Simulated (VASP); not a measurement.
## Band-edge properties of WS2 (Fm-3m)

Aim: the gap of WS2, the masses at its band edges and their response to strain. The cell is generated by rule, not measured, and may not be a known phase.

Program: VASP 6.6.1. Level of theory: PBEsol, no spin polarisation; plane waves and PAW (W, S), in the first sound run; inputs show where later runs differ. Results are calculated unless marked as measured.

The structure was built from a prototype and need not be the compound's stable phase.

## (1) The structure

It takes space group Fm-3m (No. 225, cubic). Conventional cell: a = 6.004 Å, b = 6.004 Å, c = 6.004 Å, α = 90.00°, β = 90.00°, γ = 90.00°. Nearest to W lie 8 S at 2.60 Å. Nearest to S lie 4 W at 2.60 Å. Farther neighbours and most contacts between anions are not listed.

Structure file:

```cif
data_structure
_symmetry_space_group_name_H-M 'P 1'
_symmetry_Int_Tables_number 1
_cell_length_a 4.2458
_cell_length_b 4.2458
_cell_length_c 4.2458
_cell_angle_alpha 60.000
_cell_angle_beta 60.000
_cell_angle_gamma 60.000
_cell_volume 54.12
loop_
_atom_site_label
_atom_site_type_symbol
_atom_site_fract_x
_atom_site_fract_y
_atom_site_fract_z
_atom_site_occupancy
W1 W 0.00000 0.00000 0.00000 1
S2 S 0.25000 0.25000 0.25000 1
S3 S 0.75000 0.75000 0.75000 1
```

## (2) Relaxation of the atoms

The cell is kept as given; the atoms are relaxed first, so that no residual force shifts the band edges.

Input file INCAR:

```
SYSTEM = WS2
PREC = Accurate
ENCUT = 400
EDIFF = 1E-06
NELM = 100
ISMEAR = 0
SIGMA = 0.02
LREAL = .FALSE.
ALGO = Normal
GGA = PS
NBANDS = 15
LASPH = .TRUE.
LORBIT = 11
LWAVE = .FALSE.
LCHARG = .FALSE.
KPAR = 4
IBRION = 2
NSW = 40
ISIF = 2
EDIFFG = -0.005
```

Input file POSCAR:

```
WS2
1.0
    0.0000000000      3.0022200000      3.0022200000
    3.0022200000      0.0000000000      3.0022200000
    3.0022200000      3.0022200000      0.0000000000
W S
1 2
Direct
    0.0000000000      0.0000000000      0.0000000000
    0.2500000000      0.2500000000      0.2500000000
    0.7500000000      0.7500000000      0.7500000000
```

Input file KPOINTS:

```
Automatic mesh
0
Gamma
8 8 8
0 0 0
```

The projector-augmented-wave data sets are W and S (PBE family, release 64).

Launch:

```bash
$ mpirun -np 4 vasp_std
```

The program printed:

```text
[banner, memory and clock lines left out]
running    4 mpi-ranks, on    1 nodes
 distrk:  each k-point on    1 cores,    4 groups
 distr:  one band on    1 cores,    1 groups

 POSCAR found type information on POSCAR W S
 POSCAR found :  2 types and       3 ions
|                                                                             |
|               ----> ADVICE to this user running VASP <----                  |
|                                                                             |
|     You enforced a specific xc type in the INCAR file but a different       |
|     [... a line on the potential file left out ...]
|     I HOPE YOU KNOW WHAT YOU ARE DOING!                                     |
|                                                                             |

 LDA part: xc-table for (Slater+PW92), standard interpolation
 POSCAR, INCAR and KPOINTS ok, starting setup
 FFT: planning ... GRIDC
 FFT: planning ... GRID_SOFT
 FFT: planning ... GRID
 WAVECAR not read
 entering main loop
       N       E                     dE             d eps       ncg     rms          rms(c)
DAV:   1     0.559041177180E+02    0.55904E+02   -0.68646E+03   926   0.839E+02
DAV:   2    -0.203124644487E+02   -0.76217E+02   -0.71573E+02  1174   0.197E+02
DAV:   3    -0.243239048803E+02   -0.40114E+01   -0.39076E+01  1172   0.435E+01
DAV:   4    -0.243747428123E+02   -0.50838E-01   -0.50807E-01  1097   0.563E+00
DAV:   5    -0.243758829271E+02   -0.11401E-02   -0.11399E-02  1228   0.765E-01    0.195E+01
DAV:   6    -0.229925659567E+02    0.13833E+01   -0.61078E+00  1270   0.152E+01    0.806E+00
DAV:   7    -0.227016760358E+02    0.29089E+00   -0.11741E+00  1202   0.870E+00    0.715E+00
DAV:   8    -0.226297207973E+02    0.71955E-01   -0.33023E-01  1090   0.404E+00    0.135E+00
DAV:   9    -0.226053142828E+02    0.24407E-01   -0.40140E-02  1055   0.153E+00    0.303E-01
DAV:  10    -0.226052795318E+02    0.34751E-04   -0.14234E-03  1059   0.254E-01    0.299E-01
DAV:  11    -0.226052483377E+02    0.31194E-04   -0.15771E-03   996   0.211E-01    0.153E-01
DAV:  12    -0.226048110198E+02    0.43732E-03   -0.74194E-04  1229   0.198E-01    0.459E-02
DAV:  13    -0.226048198202E+02   -0.88005E-05   -0.68597E-05   968   0.531E-02    0.357E-02
DAV:  14    -0.226048054283E+02    0.14392E-04   -0.28605E-05  1168   0.380E-02    0.764E-03
DAV:  15    -0.226048058796E+02   -0.45129E-06   -0.24788E-06  1023   0.109E-02
   1 F= -.22604806E+02 E0= -.22603928E+02  d E =-.226048E+02
 curvature:   0.00 expect dE= 0.000E+00 dE for cont linesearch  0.000E+00
 trial: gam= 0.00000 g(F)=  0.922E-48 g(S)=  0.000E+00 ort = 0.000E+00 (trialstep = 0.100E+01)
 search vector abs. value=  0.100E-09
 reached required accuracy - stopping structural energy minimisation
```

It took 6.4 s on 4 MPI ranks of Intel Xeon Platinum 8375C at 2.90GHz (Ice Lake), shared host; peak memory 0.61 GiB; 23 s of CPU time.

The logs omit lines about the potential files and the build; timing stands in the text.

Parts of OUTCAR (step 2):

```text
ion  position               nearest neighbor table
   1  0.000  0.000  0.000-   3 2.60   3 2.60   3 2.60   2 2.60   3 2.60   2 2.60   2 2.60   2 2.60

  LATTYP: Found a face centered cubic cell.
 ALAT       =     6.0044400000

 Subroutine GETGRP returns: Found 48 space group operations
 (whereof 48 operations were pure point group operations)

The static configuration has the point symmetry O_h .

 Found     29 irreducible k-points:

   k-points           NKPTS =     29   k-points in BZ     NKDIM =     29   number of bands    NBANDS=     15

   dimension x,y,z NGX =    28 NGY =   28 NGZ =   28
   dimension x,y,z NGXF=    56 NGYF=   56 NGZF=   56

   ENCUT  =  400.0 eV  29.40 Ry    5.42 a.u.   6.92  6.92  6.92*2*pi/ulx,y,z

   NELECT =      18.0000    total number of electrons

 k-points in reciprocal lattice and weights: Automatic mesh
   0.00000000  0.00000000  0.00000000       0.002
   0.12500000  0.00000000  0.00000000       0.016
   0.25000000  0.00000000  0.00000000       0.016
   0.37500000  0.00000000  0.00000000       0.016
   0.50000000  0.00000000  0.00000000       0.008
   0.12500000  0.12500000  0.00000000       0.012
   0.25000000  0.12500000  0.00000000       0.047
   0.37500000  0.12500000  0.00000000       0.047
   0.50000000  0.12500000  0.00000000       0.047
[...]
-0.37500000  0.50000000  0.12500000       0.023
  -0.25000000  0.50000000  0.25000000       0.012

 average (electrostatic) potential at core
       1 -39.7887       2 -85.8946       3 -85.8946

 E-fermi :   6.1058

 k-point     1 :       0.0000    0.0000    0.0000
  band No.  band energies     occupation
    ...
      6       5.2549      2.00000
      7       5.2550      2.00000
      8       5.3972      2.00000
      9       5.3972      2.00000
     10       5.3972      2.00000
     11      10.5823      0.00000
     12      10.5823      0.00000
     13      10.5827      0.00000
     14      10.7828      0.00000
     15      10.8065      0.00000

 k-point     2 :       0.1250    0.0000    0.0000
  band No.  band energies     occupation
    ...
      4       0.3234      2.00000
      5       0.6748      2.00000
      6       4.4062      2.00000
      7       4.4062      2.00000
      8       4.7497      2.00000
      9       6.1438      0.00717
     10       6.1438      0.00716
     11       9.0389      0.00000
     12       9.9632      0.00000
     13       9.9632      0.00000
    ...

 k-point     3 :       0.2500    0.0000    0.0000
  band No.  band energies     occupation
    ...
      4       0.6100      2.00000
      5       1.6738      2.00000
      6       3.4527      2.00000
      7       3.6685      2.00000
      8       3.6685      2.00000
      9       6.3576      0.00000
     10       6.3576      0.00000
     11       7.9622      0.00000
     12       9.8052      0.00000
     13       9.8052      0.00000
    ...

  Total       -4.7404531     -4.7404531     -4.7404531     -0.0000000      0.0000000     -0.0000000
  in kB     -140.3372297   -140.3372297   -140.3372297     -0.0000000      0.0000000     -0.0000000
  external PRESSURE =    -140.3372297 kB  Pullay stress =       0.0000000 kB

  energy-cutoff  :      400.00
  volume of cell :       54.12
      direct lattice vectors                 reciprocal lattice vectors
     0.000000000  3.002220000  3.002220000    -0.166543425  0.166543425  0.166543425
     3.002220000  0.000000000  3.002220000     0.166543425 -0.166543425  0.166543425
     3.002220000  3.002220000  0.000000000     0.166543425  0.166543425 -0.166543425

 POSITION                                       TOTAL-FORCE (eV/Angst)
 -----------------------------------------------------------------------------------
      0.00000      0.00000      0.00000        -0.000000     -0.000000      0.000000
      1.50111      1.50111      1.50111         0.000000      0.000000      0.000000
      4.50333      4.50333      4.50333        -0.000000     -0.000000     -0.000000
 -----------------------------------------------------------------------------------
    total drift:                               -0.000000     -0.000000     -0.000000

  FREE ENERGIE OF THE ION-ELECTRON SYSTEM (eV)
  ---------------------------------------------------
  free  energy   TOTEN  =       -22.6048058796 eV

  energy  without entropy=      -22.6030492352  energy(sigma->0) =      -22.60392756

 reached required accuracy - stopping structural energy minimisation

 total charge
# of ion       s       p       d       tot
------------------------------------------
    1        0.518   0.482   3.940   4.940
    2        1.349   2.273   0.000   3.621
    3        1.349   2.273   0.000   3.621
--------------------------------------------------
tot          3.216   5.027   3.940  12.182

[... 3 further parts left out ...]
```

CONTCAR:

```
WS2
   1.00000000000000
     0.0000000000000000    3.0022199999999999    3.0022199999999999
     3.0022199999999999    0.0000000000000000    3.0022199999999999
     3.0022199999999999    3.0022199999999999    0.0000000000000000
  W               S
     1     2
Direct
     0.0000000000000000    0.0000000000000000    0.0000000000000000
     0.2500000000000000    0.2500000000000000    0.2500000000000000
     0.7500000000000000    0.7500000000000000    0.7500000000000000
```

This run has no spin polarisation, although W can carry a moment. The PAW data sets were made with PBE, which is usual practice but a small mismatch for other functionals. The data set W keeps the semicore shell frozen, which is cheaper and a little less accurate. The run keeps the 48 symmetry operations of its start, so it cannot find a distortion of lower symmetry.

The forces vanish from the start, and no atom moves.

Numbers from this step:

* SCF cycles: 15
* electrons: 18
* bands: 15
* irreducible k-points: 29
* symmetry operations: 48
* free energy (TOTEN): -22.60 eV
* energy at zero smearing: -22.60 eV
* Fermi energy: 6.106 eV
* pressure: -14.03 GPa
* metallic: yes

## (3) Bands on a dense mesh

A dense even mesh and a path are solved together, since either alone can miss a band edge.

INCAR, as its differences from that of step 2:

```diff
@@ -10,3 +10,3 @@
 GGA = PS
-NBANDS = 15
+NBANDS = 22
 LASPH = .TRUE.
@@ -16,5 +16,2 @@
 KPAR = 4
-IBRION = 2
-NSW = 40
 ISIF = 2
-EDIFFG = -0.005
```

POSCAR is that of step 2.

Input file KPOINTS:

```
Automatic mesh
0
Gamma
12 12 12
0 0 0
```

Input file KPOINTS_OPT:

```
Line mode
24
Line-mode
Reciprocal
  0.00000000   0.00000000   0.00000000 GAMMA
  0.50000000   0.00000000   0.50000000 X

  0.50000000   0.00000000   0.50000000 X
  0.50000000   0.25000000   0.75000000 W

  0.50000000   0.25000000   0.75000000 W
  0.37500000   0.37500000   0.75000000 K

  0.37500000   0.37500000   0.75000000 K
  0.00000000   0.00000000   0.00000000 GAMMA

  0.00000000   0.00000000   0.00000000 GAMMA
  0.50000000   0.50000000   0.50000000 L

  0.50000000   0.50000000   0.50000000 L
  0.62500000   0.25000000   0.62500000 U

  0.62500000   0.25000000   0.62500000 U
  0.50000000   0.25000000   0.75000000 W

  0.50000000   0.25000000   0.75000000 W
  0.50000000   0.50000000   0.50000000 L

  0.50000000   0.50000000   0.50000000 L
  0.37500000   0.37500000   0.75000000 K

  0.62500000   0.25000000   0.62500000 U
  0.50000000   0.00000000   0.50000000 X
```

Launch:

```bash
$ mpirun -np 4 vasp_std
```

The program printed:

```text
[banner, memory and clock lines left out]
running    4 mpi-ranks, on    1 nodes
 distrk:  each k-point on    1 cores,    4 groups
 distr:  one band on    1 cores,    1 groups

 POSCAR found type information on POSCAR W S
 POSCAR found :  2 types and       3 ions
 [... a notice as in an earlier step ...]

 LDA part: xc-table for (Slater+PW92), standard interpolation
 POSCAR, INCAR and KPOINTS ok, starting setup
 FFT: planning ... GRIDC
 FFT: planning ... GRID_SOFT
 FFT: planning ... GRID
 WAVECAR not read
 entering main loop
       N       E                     dE             d eps       ncg     rms          rms(c)
DAV:   1     0.530849371887E+02    0.53085E+02   -0.64062E+03  3192   0.575E+02
DAV:   2    -0.201929535794E+02   -0.73278E+02   -0.67915E+02  3978   0.147E+02
DAV:   3    -0.243328373850E+02   -0.41399E+01   -0.40720E+01  3928   0.323E+01
DAV:   4    -0.243693059061E+02   -0.36469E-01   -0.36447E-01  3788   0.357E+00
DAV:   5    -0.243697600064E+02   -0.45410E-03   -0.45408E-03  4100   0.395E-01    0.196E+01
DAV:   6    -0.229965640192E+02    0.13732E+01   -0.37891E+00  4416   0.104E+01    0.799E+00
DAV:   7    -0.226845816038E+02    0.31198E+00   -0.71543E-01  4164   0.572E+00    0.711E+00
DAV:   8    -0.226416706380E+02    0.42911E-01   -0.22310E-01  4194   0.259E+00    0.143E+00
DAV:   9    -0.226144806463E+02    0.27190E-01   -0.25151E-02  4120   0.106E+00    0.398E-01
DAV:  10    -0.226136467141E+02    0.83393E-03   -0.16460E-03  3834   0.178E-01    0.358E-01
DAV:  11    -0.226130654297E+02    0.58128E-03   -0.13722E-03  3448   0.167E-01    0.174E-01
DAV:  12    -0.226130686976E+02   -0.32679E-05   -0.49767E-04  4604   0.134E-01    0.123E-01
DAV:  13    -0.226130057887E+02    0.62909E-04   -0.77060E-05  3732   0.506E-02    0.106E-01
DAV:  14    -0.226128691561E+02    0.13663E-03   -0.10409E-04  4366   0.629E-02    0.245E-02
DAV:  15    -0.226128829133E+02   -0.13757E-04   -0.23688E-05  3824   0.230E-02    0.376E-02
DAV:  16    -0.226128700237E+02    0.12890E-04   -0.69905E-06  4272   0.174E-02    0.768E-03
DAV:  17    -0.226128699109E+02    0.11281E-06   -0.11919E-06  2342   0.532E-03
   1 F= -.22612870E+02 E0= -.22612153E+02  d E =-.143393E-02
 Start KPOINTS_OPT (optional k-point list driver)
k-point batch [1-72\240]
       N       E                     dE             ncg
DAV:   1     0.633045428319E+04   -0.26459E+05     3168
DAV:   2     0.113694441221E+04   -0.51935E+04     4086
DAV:   3     0.864136814081E+03   -0.27281E+03     3930
DAV:   4     0.861684785882E+03   -0.24520E+01     3814
DAV:   5     0.861654361976E+03   -0.30424E-01     4072
DAV:   6     0.861653866713E+03   -0.49526E-03     3878
DAV:   7     0.861653857306E+03   -0.94065E-05     3940
DAV:   8     0.861653857034E+03   -0.27156E-06     2632
[...]
k-point batch [217-240\240]
       N       E                     dE             ncg
DAV:   1     0.257150643869E+05   -0.11233E+05     1064
DAV:   2     0.240140042409E+05   -0.17011E+04     1288
DAV:   3     0.239264535669E+05   -0.87551E+02     1330
DAV:   4     0.239256580193E+05   -0.79555E+00     1254
DAV:   5     0.239256473272E+05   -0.10692E-01     1438
DAV:   6     0.239256471569E+05   -0.17025E-03     1244
DAV:   7     0.239256471537E+05   -0.32710E-05     1424
DAV:   8     0.239256471536E+05   -0.92870E-07      852
```

It took 39 s on 4 MPI ranks; peak memory 0.88 GiB.

Parts of OUTCAR (step 3):

```text
The static configuration has the point symmetry O_h .

 Found     72 irreducible k-points:

   k-points           NKPTS =     72   k-points in BZ     NKDIM =     72   number of bands    NBANDS=     22

   NELECT =      18.0000    total number of electrons

 E-fermi :   6.1450

 k-point     1 :       0.0000    0.0000    0.0000
  band No.  band energies     occupation
    ...
      6       5.2810      2.00000
      7       5.2810      2.00000
      8       5.3779      2.00000
      9       5.3779      2.00000
     10       5.3779      2.00000
     11      10.6021      0.00000
     12      10.6021      0.00000
     13      10.6021      0.00000
     14      10.7815      0.00000
     15      10.8066      0.00000
    ...

 k-point     2 :       0.0833    0.0000    0.0000
  band No.  band energies     occupation
    ...
      6       4.7023      2.00000
      7       4.7024      2.00000
      8       5.0715      2.00000
      9       5.9187      2.00000
     10       5.9187      2.00000
     11       9.5600      0.00000
     12      10.1696      0.00000
     13      10.1696      0.00000
     14      11.0314      0.00000
     15      11.3501      0.00000
    ...

  Total       -4.8530332     -4.8530332     -4.8530332     -0.0000000      0.0000000     -0.0000000
  in kB     -143.6700718   -143.6700718   -143.6700718     -0.0000000      0.0000000     -0.0000000
  external PRESSURE =    -143.6700718 kB  Pullay stress =       0.0000000 kB

 POSITION                                       TOTAL-FORCE (eV/Angst)
 -----------------------------------------------------------------------------------
      0.00000      0.00000      0.00000        -0.000000     -0.000000     -0.000000
      1.50111      1.50111      1.50111         0.000000      0.000000     -0.000000
      4.50333      4.50333      4.50333        -0.000000     -0.000000      0.000000
 -----------------------------------------------------------------------------------
    total drift:                               -0.000000     -0.000000     -0.000000

  FREE ENERGIE OF THE ION-ELECTRON SYSTEM (eV)
  ---------------------------------------------------
  free  energy   TOTEN  =       -22.6128699109 eV

  energy  without entropy=      -22.6114359858  energy(sigma->0) =      -22.61215295

 total charge
# of ion       s       p       d       tot
------------------------------------------
    1        0.515   0.480   3.953   4.948
    2        1.348   2.269   0.000   3.618
    3        1.348   2.269   0.000   3.618
--------------------------------------------------
tot          3.211   5.019   3.953  12.184

[... 6 parts as in an earlier step ...]

[... 6 further parts left out ...]
```

This step gave:

| Item | Value |
| --- | --- |
| SCF cycles | 17 |
| bands | 22 |
| irreducible k-points | 72 |
| free energy (TOTEN) | -22.61 eV |
| energy at zero smearing | -22.61 eV |
| Fermi energy | 6.145 eV |
| pressure | -14.37 GPa |

Electronic bands along the path, in eV, zero at the Fermi level; # counts the bands kept, so #1 is VASP's band 3:

```
          point     #4     #5     #6     #7     #8    #9   #10   #11
              Γ  -0.86  -0.86  -0.77  -0.77  -0.77  4.46  4.46  4.46
0.48 of the way  -3.58  -1.26  -1.26  -0.42  -0.24  2.70  2.70  4.08
              X  -2.53  -2.53  -1.12   0.22   0.64  1.77  3.36  3.36
0.48 of the way  -2.85  -2.49  -0.61   0.28   0.48  1.80  2.74  3.58
              W  -3.79  -2.46  -0.14   0.31   0.46  2.03  2.03  3.82
0.48 of the way  -3.39  -2.41  -0.19   0.11   0.37  1.91  2.45  3.66
              K  -3.22  -2.37  -0.28  -0.05   0.33  1.88  2.91  3.31
0.52 of the way  -3.70  -3.35  -1.19  -0.50   0.70  2.15  2.73  3.97
              Γ  -0.86  -0.86  -0.77  -0.77  -0.77  4.46  4.46  4.46
0.48 of the way  -2.59  -2.43  -2.43   0.24   0.24  1.89  3.66  3.66
              L  -3.15  -3.08  -3.08  -0.36  -0.36  1.64  4.13  4.13
0.48 of the way  -3.31  -2.48  -1.93  -0.08   0.01  1.84  3.45  3.71
              U  -3.22  -2.37  -0.28  -0.05   0.33  1.88  2.91  3.31
0.48 of the way  -3.36  -2.41  -0.20   0.09   0.37  1.90  2.50  3.63
              W  -3.79  -2.46  -0.14   0.31   0.46  2.03  2.03  3.82
0.52 of the way  -3.45  -2.38  -1.64   0.00   0.05  1.90  3.29  3.63
              L  -3.15  -3.08  -3.08  -0.36  -0.36  1.64  4.13  4.13
0.52 of the way  -3.33  -2.44  -1.76  -0.06   0.06  1.88  3.36  3.65
              K  -3.22  -2.37  -0.28  -0.05   0.33  1.88  2.91  3.31
      jump to U  -3.22  -2.37  -0.28  -0.05   0.33  1.88  2.91  3.31
0.48 of the way  -2.73  -2.48  -0.78   0.25   0.49  1.79  3.13  3.32
              X  -2.53  -2.53  -1.12   0.22   0.64  1.77  3.36  3.36
```

Of the projections kept (W, S), the largest for each band there; the rest of the weight can lie on other orbitals:

```
point      #4      #5      #6      #7      #8      #9     #10     #11
    Γ  W 1.00  W 1.00  S 0.92  S 0.92  S 0.92  W 0.76  W 0.76  W 0.76
    X  W 0.63  W 0.63  W 0.99  W 1.00  S 1.00  W 0.87  W 0.51  W 0.51
    W  S 0.62  W 0.65  W 1.00  S 1.00  W 0.90  W 0.80  W 0.80  S 0.52
    K  W 0.58  W 0.55  W 0.94  S 0.91  W 0.97  W 0.85  W 0.56  W 0.62
    Γ  W 1.00  W 1.00  S 0.92  S 0.92  S 0.92  W 0.76  W 0.76  W 0.77
    L  S 0.93  S 0.84  S 0.83  W 1.00  W 1.00  W 0.85  W 0.72  W 0.72
```

At -14.4 GPa the cell is away from the equilibrium volume of this level: left free, it would shrink.

(Part 1 of 3 ends here.)

[Lines on the potential files, build, host, timing and source positions are cut from VASP's logs without a mark.]

[Logs are printed without paths, hosts, clocks, repeated set-up lines and the standing remarks that a program may print on its own settings, such as how far it seeks lower states.]

[Hosts, paths, dates, database ids (printed as entryN), source tags and the programs' standing remarks are cut or masked in the printed files.]

[In band tables of VASP the shares of atoms and orbitals are scaled to a sum of 1 inside the atoms' spheres.]

[Gaps and slopes under strain along one axis are those of the sampled path and mesh points; where strain splits equal valleys, another of them can be the edge.]
